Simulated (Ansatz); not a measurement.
The cell was built from the bcc type and relaxed in the same program, and has space group Im-3m; it needn't be a known or the stable phase.

B: DFT, PBE, PAW with Ansatz's default frozen-core files, scalar-relativistic (Ansatz 0.2.0).

Command: `ansatz run input.yaml --threads 1 --pin off --max-ram 2048MiB --backend cpu --events-out ev --progress --plain --runs-dir out` The run took 13 s on 1 thread of AMD EPYC 7R43 64-Core Processor (Zen 3), on a shared host.

```yaml
crystal:
  lattice:
    - [-1.153800491, 1.153800491, 1.153800491]
    - [1.153800491, -1.153800491, 1.153800491]
    - [1.153800491, 1.153800491, -1.153800491]
  atoms:
    - { symbol: B, position: [0.0, 0.0, 0.0] }
kpoints:
  mp_grid: { grid: [18, 18, 18] }
  band_path:
    path:
      - [0.0, 0.0, 0.0]
      - [0.5, -0.5, 0.5]
      - [0.0, 0.0, 0.5]
      - [0.0, 0.0, 0.0]
      - [0.25, 0.25, 0.25]
      - [0.5, -0.5, 0.5]
      - [0.25, 0.25, 0.25]
      - [0.0, 0.0, 0.5]
    npoints: 14
scf:
  occupations: { method: fermi_dirac, width: 0.08 }
hamiltonian:
  xc: pbe
  pseudopotentials: { kind: paw }
output:
  forces: true
  stress: true
  eigenvalues: true
  efg: { contact_densities: true }
  populations: true
  bader: true
  dos: { projected: true, de: 0.2, e_range: [-14, 8] }
  write_density: true
  write_potential: true
  elf: true
  volumetric_format: npy
```

Output:

```
Engine: ansatz 0.2.0
Pseudopotentials: kind: paw
Pseudopotential: B, paw, valence charge 3, recommended cutoff 420 eV (normal)
Functional definition: PBE
  parameter kappa = 0.804
  parameter beta = 0.06672455060314922
  exchange = pbe_x(kappa = kappa, mu = beta*pi^2/3)
  correlation = pbe_c(beta = beta)
Crystal: 1 atoms, lattice volume = 6.144 Å³
Basis set: ecut = 420 eV, 135 PW (Γ), exchange–correlation on 30×30×30 points (8 copies of the dense FFT grid, shifted against one another)
Bands: 6, of which v1, the nominal top of the filled ones, is band 2 counted from 1 (1 counted from 0)
Symmetry: 48 space group operations
Space group: Im-3m (ITA 229), of the structure as read, at distance tolerance 1.8e-5 Å
k-points: 195 of 5832
Non-local potential: B, projectors of the file, l = 0: 2, l = 1: 2, l = 2: 1
PAW form: soft (Blöchl's): semilocal exchange-correlation on the pseudo side does not see the compensation charge
PAW one-centre angular grid: B, 110 points (default); XC on 64 Gauss nodes
Initial density: superposition of atomic densities (neutral atoms: chi_scale 0, normalization atom), corrected by the library's trained network
Initial wavefunctions: pseudopotential atomic-orbital guess
Functional: x = pbe(κ = 0.804, μ = 0.2195149727645171), c = pbe(β = 0.06672455060314922)
SCF iter   1: F=—  HF=-154.202773 eV  |F-HF|=—  |Δ(HF+E_count)|=         —  Δρ=3.68e-3  dr2=4.11e-4  ethr=1.77e-3  ⟨swp⟩=4.4  Hψ=8661  notcnv=0
preconditioner: auto → none  [metal: Δε(μ)=0.064 eV  Ē_g=23.497 eV  σ=0.080 eV  W_gap=0.20  n_scr=0 (ndim 8)  ℏωp=25.9 eV  f_vac=0.000  D(μ)=0.23/eV (n_scr^D=0)]
SCF iter   2: F=—  HF=-154.202718 eV  |F-HF|=—  |Δ(HF+E_count)|=   5.50e-5  Δρ=1.82e-3  dr2=9.74e-5  ethr=1.37e-5  ⟨swp⟩=1.0  Hψ=2730  notcnv=0
SCF iter   3: F=—  HF=-154.202718 eV  |F-HF|=—  |Δ(HF+E_count)|=   3.08e-7  Δρ=8.43e-5  dr2=2.51e-7  ethr=3.25e-6  ⟨swp⟩=1.4  Hψ=1217  notcnv=0
iter 4 did not close the SCF: its close was put off for the readings that it lacked (scf_convergence_deferred on its scf_iter line)
SCF iter   4: F=-154.202718 eV  HF=-154.202718 eV  |F-HF|=1.79e-9  |Δ(HF+E_count)|=   1.25e-7  Δρ=2.29e-5  dr2=1.62e-8  ethr=8.37e-9  ⟨swp⟩=2.1  Hψ=1389  notcnv=0
iter 5 did not close the SCF: its close was put off for the readings that it lacked (scf_convergence_deferred on its scf_iter line)
SCF iter   5: F=-154.202718 eV  HF=-154.202718 eV  |F-HF|=4.43e-11  |Δ(HF+E_count)|=   1.16e-9  Δρ=3.38e-6  dr2=3.55e-10  ethr=5.38e-10  ⟨swp⟩=1.0  Hψ=1108  notcnv=0
SCF iter   6: F=-154.202718 eV  HF=-154.202718 eV  |F-HF|=2.84e-14  |Δ(HF+E_count)|=  1.92e-11  Δρ=2.54e-7  dr2=1.84e-12  ethr=1.18e-11  ⟨swp⟩=4.2  Hψ=4429  notcnv=0
SCF 1 converged in 6 iterations: F = -154.202718 eV  dr2 = 1.84e-12
  greatest PAW one-centre occupation: 0.505 electrons in one spin orbital (limit 2), on the B atom at site 0 (counted from 0), in its partial waves of l = 0
NSCF: frozen V_eff on 99 k-points
SCF converged after 6 iterations
Free energy (F): -154.202718 eV
Harris-Foulkes:  -154.202718 eV  (|F-HF|=2.84e-14)
Internal energy: -154.197876 eV  (E = F + TS)
E sigma→0 (E₀):  -154.200297 eV
Entropy (-TS):   -0.004842 eV (-4.842 meV/atom)
Fermi energy:    13.738269 eV
--- Per-component energies (eV) ---
  E_band       = 18.029991
  E_kinetic    = 47.482050
  E_local      = -0.929991  (includes V_loc(G=0)·N_el)
  E_nonlocal   = 11.729883
  E_hartree    = 0.210872
  E_xc         = -32.146973
  E_vxc        = -38.231228  (∫ρ·V_xc dr)
  E_paw        = -78.352512  (= ΣΔE_a)
  E_vpaw       = -2.442466  (= ΣTr[D̂ρ^β])
  E_aug_tail   = -0.000002  (compensation charges beyond the density's cutoff)
  E_ewald      = -102.191204
  E_smearing   = -0.004842  (= −TS)
  E_closure    = -0.000000  (closes the sum)
  Σ components = -154.202718   (vs F -154.202718, Δ=0.00e0)
--- Forces (eV/Å), atoms counted from 1 ---
  atom   1  B      0.00000000    -0.00000000     0.00000000
  max |Σ_I F_I| component: 8.09e-33 eV/Å
--- Stress (GPa, compression-positive) ---
        0.000924      -0.000000      -0.000000
        0.000000       0.000924      -0.000000
        0.000000      -0.000000       0.000924
  P = ⅓ Tr σ = 0.0009 GPa (0.009 kbar)
--- PAW observables at the nuclei: V_zz in 10²¹ V/m², potentials from the cell's mean, atoms counted from 1 ---
  atom   1  B  V_zz =    +0.000000   η = 0.0000   by run symmetry: forbidden
            electrostatic potential = -327.263745 V   contact ρ = 487.095078 e/Å³
--- Band table (eV; the first three rows and the last of 195) ---
  k-point 0: bands = ["-4.9123", "29.2468", "29.2468", "29.2468", "47.4339", "47.4339"]
  k-point 1: bands = ["-4.7724", "28.7890", "28.9021", "29.1617", "46.0881", "46.1733"]
  k-point 2: bands = ["-4.3530", "27.3997", "28.0092", "28.9135", "43.3426", "44.0101"]
  k-point 194: bands = ["14.1234", "14.1234", "14.1234", "23.9508", "23.9508", "25.0755"]
--- Löwdin populations: 1 site ---
  site symbol       q [e]
     0      B      2.9789
  spilling = 0.007033 (of n_electrons = 3.000000)
--- Bader charges: 1 site ---
  site symbol  charge [e]  shift [e]
     0      B      0.0000     0.0000
  estimated error of the sums over rays = 6.7e-8 e
```

populations.tsv:

```
# site	symbol	l	j	q
# orbitals = lowdin
# n_electrons = 3.000000
# spilling = 0.007033
0	B	0_2S	-	0.774185
0	B	1_2P	-	2.204715
```

bader_charges.tsv:

```
# site	symbol	x_ang	y_ang	z_ang	partial_charge_e	electrons	volume_ang3	relative_density_drop	shared_charge_e	partial_wave_shift_e
# quadrature_error_electrons = 6.7e-8
0	B	0.0000	0.0000	0.0000	0.00000	5.00000	6.14	-	0.00000	0.00000
```
